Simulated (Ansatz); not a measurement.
# InPd: a line through an energy map

An exercise on one series of results from a longer session: the logs are not shown, and one member is left open.

Program: Ansatz 0.2.0. Level of theory: DFT PBE, scalar-relativistic, plane waves, PAW. These are calculated values, not measurements.

10 further runs of the same task are left out: 10 set aside as unsound or not needed.

**Starting point**

It takes space group Pm-3m (No. 221, cubic). The conventional cell has a = 3.305 Å, b = 3.305 Å, c = 3.305 Å, α = 90.00°, β = 90.00°, γ = 90.00°. In (site symmetry m-3m) is surrounded by 8 Pd at 2.86 Å. Pd (site symmetry m-3m) has 8 In at 2.86 Å as nearest neighbours.

Structure file:

```
CELL_PARAMETERS angstrom
3.30526 0.00000 0.00000
0.00000 3.30526 0.00000
0.00000 0.00000 3.30526
ATOMIC_POSITIONS crystal
In 0.00000 0.00000 0.00000
Pd 0.50000 0.50000 0.50000
```

It goes back to an entry of the Materials Project, which need not be the stable form.

This cell was relaxed beforehand with the same method: volume 18.05 Å³/atom, gap on the mesh none (metal).

**The scan**

The energy is mapped over a normal mode and a strain (zone-centre modes of the cell shown) (x along [1 0 0], y along [0 1 0], z along [0 0 1] of the conventional cell).

First coordinate, amplitude of mode 4 (131 cm⁻¹), largest displacement in the unstrained cell: 11 values from −0.096 Å. Second coordinate, strain +e along z and -e/2 along x and y: 7 values from −7.00 %.

Nothing else is relaxed (the pattern is fixed in fractional coordinates). Energies count from the relaxed high-symmetry cell. Points are written as (first, second).

The modes come from a phonon run on the reference cell, made beforehand.

The patterns, per unit of each coordinate (Å):

```csv
atom,x1,y1,z1
In1,0.927,0.000,0.000
Pd2,-1.000,0.000,0.000
```

The first run:

input.yaml reads:

```yaml
crystal:
  lattice:
    - [3.4209478219, 0.0, 0.0]
    - [0.0, 3.4209478219, 0.0]
    - [0.0, 0.0, 3.0738951443]
  atoms:
    - { symbol: In, position: [-0.0053840416, 0.0, 0.0] }
    - { symbol: Pd, position: [0.5058089164, 0.5, 0.5] }
basis:
  ecutwfc: 420
kpoints:
  mp_grid: { grid: [14, 14, 14] }
hamiltonian:
  xc: pbe
scf:
  occupations: { method: gaussian, width: 0.15 }
output:
  forces: true
  stress: true
  eigenvalues: true
```

Run with:

```console
ansatz run input.yaml --threads 1 --pin off --max-ram 2048MiB --backend cpu --events-out ev --progress --plain --runs-dir out
```

Steps of the session up to this table: The run at (−0.019 Å, −7.00 %); The run at (−0.019 Å, −4.67 %); Grid point (−0.019 Å, −2.33 %); The run at (−0.019 Å, 2.33 %); The run at (−0.019 Å, 4.67 %); The run at (−0.019 Å, 7.00 %).

One table of the session follows, with a row left open; its other results are not shown here.

It belongs to the step «The line in numbers». 

```
strain +e along z and -e/2 along x and y (%)  energy (meV)  slope (meV per %)  pressure (GPa)  largest force on an atom (eV/Å)
                                       −7.00            33              −10.1            0.78                            0.142
                                       −4.67             ?                  ?               ?                                ?
                                       −2.33             5               −2.7            0.14                            0.134
                                        0.00           2.4               −0.1            0.07                            0.129
                                        2.33           4.4                1.9            0.13                            0.124
                                        4.67            11                4.0            0.30                            0.119
                                        7.00            22                5.4            0.56                            0.113
```

**Question.** Estimate the row for strain +e along z and -e/2 along x and y (%) = −4.67.

Worked estimate for «energy (meV)». A straight line through the neighbours (−7.00, 33) and (−2.33, 5) gives 33 + (5 − 33) × (−4.67 − −7.00) / (−2.33 − −7.00) = 19; a parabola fitted to 3 rows on both sides gives 15.

**Answer.** energy (meV): 15; slope (meV per %): −5.8; pressure (GPa): 0.39; largest force on an atom (eV/Å): 0.139. In «energy (meV)» the line misses by +4 and the parabola by +0.

Energies count from the relaxed high-symmetry cell. Rows without a step come from runs not printed here or follow by symmetry. Slopes come from the forces (and the stress, where the cell changes), not from differences of energies.

The well is lopsided: two grid steps out, the energy rises by 13 meV towards smaller values and 9 meV towards larger ones. A rigid map gives upper bounds: relaxing the other coordinates can only lower a point.
